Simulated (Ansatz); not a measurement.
## InSe: band structure with PBEsol

**Measured values to compare with.**

From “The Interaction of Hydrogen with the van der Waals Crystal γ-InSe”, 2020, pmc:7321205, for a bulk crystal of InSe at 300 K: band gap 1.25 eV.

The system is InSe.

```xyz
4
Lattice="2.0000 1.1547 8.4400 -2.0000 1.1547 8.4400 0.0000 -2.3094 8.4400" Properties=species:S:1:pos:R:3 pbc="T T T"
In    0.0000    0.0000   22.4994
In    0.0000    0.0000    0.0000
Se    0.0000    0.0000    4.3525
Se    0.0000    0.0000    9.7102
```

| Item | Value |
| --- | --- |
| Program | Ansatz 0.2.0 |
| Task | band structure |
| Functional | PBEsol |
| Potentials or basis | Ansatz PAW |
| Cutoff | 420 eV (not typed: the program's choice for these potentials) |
| k mesh | 8 × 8 × 8 |
| Occupations | fermi-dirac, width 0.05 eV |
| Spin | spin-orbit coupling, no magnetisation |
| Path | [["G", "L", "B1"], ["B", "Z", "G", "X"], ["Q", "F", "P1", "Z"], ["L", "P"]] |
| Points for each segment of the path | 14 |

The pressure is 0.1 GPa and the largest force is 0.304 eV/Å. The band gap on the k mesh is 0.32 eV, direct and the band gap along the path is 0.32 eV, direct.

Forces in eV/Å, atoms in the order of the input:
```
In   0.000  0.000  0.304
In   0.000  0.000 -0.286
Se   0.000  0.000 -0.083
Se   0.000  0.000  0.064
```

Stress tensor (GPa, compression positive):
```
 0.46  0.00  0.00
 0.00  0.46  0.00
 0.00  0.00 -0.54
```

Levels at the corners of the path, in eV from the valence-band top:
```csv
point,band 54,band 55,band 56,band 57,band 58,band 59,band 60,band 61,band 62,band 63
Γ,-1.35,-1.19,-1.19,-1.09,-1.09,1.61,1.61,1.96,1.96,4.13
L,-2.38,-2.24,-2.24,-1.70,-1.70,1.11,1.11,1.88,1.88,3.52
B1,-2.54,-2.31,-2.27,-1.83,-1.75,1.63,1.66,2.32,2.43,3.25
B,-2.54,-2.31,-2.27,-1.83,-1.75,1.63,1.66,2.32,2.43,3.25
Z,-1.26,-1.02,-1.02,0.00,0.00,0.32,0.32,2.03,2.03,4.04
Γ,-1.35,-1.19,-1.19,-1.09,-1.09,1.61,1.61,1.96,1.96,4.13
X,-2.58,-2.29,-2.24,-1.80,-1.72,1.68,1.71,2.23,2.33,3.28
Q,-2.58,-2.29,-2.24,-1.80,-1.72,1.68,1.71,2.23,2.33,3.28
F,-2.51,-2.11,-2.11,-1.53,-1.53,1.09,1.09,1.89,1.89,3.17
P1,-2.47,-2.15,-2.13,-1.66,-1.65,1.30,1.32,1.71,1.73,3.21
Z,-1.26,-1.02,-1.02,0.00,0.00,0.32,0.32,2.03,2.03,4.04
L,-2.38,-2.24,-2.24,-1.70,-1.70,1.11,1.11,1.88,1.88,3.52
P,-2.47,-2.15,-2.13,-1.66,-1.65,1.30,1.32,1.71,1.73,3.21
```

Run time: 2.8 min on 2 threads of Arm Neoverse V2 (shared host), peak memory 1.2 GiB.

Measured gap of InSe: 1.25 eV (300 K; “The Interaction of Hydrogen with the van der Waals Crystal γ-InSe”, 2020, pmc:7321205). This calculation gives 0.32 eV (-0.93 eV). The value is that of PBEsol, without temperature or zero-point motion. Semilocal functionals fall short of measured gaps as a rule.

Caveat: the PAW data sets come from PBE, with cores solved anew for the run's functional, which leaves a small shift of forces and pressure.
